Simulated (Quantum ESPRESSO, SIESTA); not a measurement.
# In-plane stress of wurtzite ZnO under biaxial strain, QE, PBEsol

Calculated with Quantum ESPRESSO 7.5: PBEsol; plane waves, GBRV 1.5 ultrasoft, 50/300 Ry; k-mesh 8×8×4. The first two cell vectors are strained alike from typed lattice constants; the third vector's length and the atoms are relaxed. The typed cell isn't stress-free: at zero strain the reference's in-plane stress is -3.3 GPa, compression positive.

| in-plane strain (%) | in-plane stress (GPa, compression positive) |
| --- | --- |
| -4 | 5.41 |
| -3 | 3.318 |
| -2 | 0.8875 |
| -1 | -1.341 |
| 0 | -3.332 |
| +1 | -5.374 |
| +2 | -7.197 |
| +3 | ? |
| +4 | -10.01 |

Task: Fit a second-order form in the logarithmic strain to the rows given and interpolate to the withheld row.

**Working.**

With u = ln[(1 + ε)/(1 + ε0)], counted from the row at ε0 = +0 % where y0 = -3.332, a second-order form y = y0 + a u + b u² makes v = (y − y0)/u a line in u.

```
         u         v
-0.0408220  -214.149
-0.0304592  -218.325
-0.0202027  -208.858
-0.0100503  -198.103
0.00995033  -205.219
 0.0198026  -195.176
 0.0392207  -170.267
```

With n = 7: mean u = -0.00465151, mean v = -201.443, Σ(u − ū)² = 0.0049813, Σ(u − ū)(v − v̄) = 2.4584. Slope b = 2.4584 / 0.0049813 = 493.53; intercept a = v̄ − b ū = -199.15.

At the withheld row u = 0.02956, v = a + b u = -184.6, and y = y0 + u v.

Prediction at +3: -8.787 GPa. The run gave -8.631 GPa, so the fit is low by 0.16 GPa (1.8 % of the value).

The first-order term gives a biaxial modulus of 199 GPa at ε0. The second-order term makes up 7.9 % of v at the withheld row. Among the rows given, the largest miss of the fit is at +4, by 0.37 GPa (2.4 % of the range of the table).

Limits: The nuclei are static. The DFT runs use Fermi–Dirac occupations of width 0.01 eV, and energies are free energies. The rows don't follow a smooth parabola (r.m.s. departure 0.8 % of their range), so v is no line in u and the first-order term is poorly fixed; a kink, the k-mesh or scatter of the relaxations can each do this.

[Logs are printed without paths, hosts, clocks, repeated set-up lines and the standing remarks that a program may print on its own settings, such as how far it seeks lower states.]

[Hosts, paths, dates, database ids (printed as entryN), source tags and the programs' standing remarks are cut or masked in the printed files.]
